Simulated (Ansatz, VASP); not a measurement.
# One calculation of Mo, two programs

```
Mo
1.0
    -1.58065    1.58065    1.58065
     1.58065   -1.58065    1.58065
     1.58065    1.58065   -1.58065
Mo
1
Direct
  0.00000 0.00000 0.00000
```

Alike in both runs: functional PBE; k mesh 17 × 17 × 17; occupations fermi-dirac, width 0.08 eV; no spin polarisation.

Ansatz relaxed the structure, and its values are those at the end. VASP's run is a single point on that final structure, the one shown.

|  | VASP | Ansatz |
| --- | --- | --- |
| version | VASP 6.6.1 | Ansatz 0.2.0 |
| potentials or method | VASP PAW PBE potentials, release 64 (Mo_sv) | PAW with Ansatz's default frozen-core files, scalar-relativistic |
| plane-wave cutoff (eV) | 520 | 420 |
| valence electrons in the cell | 14 | 14 |

VASP gave:

| Property | Result |
| --- | --- |
| pressure (GPa) | 0.5 |

Question: Estimate Ansatz's values.

Answer: Pressure (GPa): 0.0.
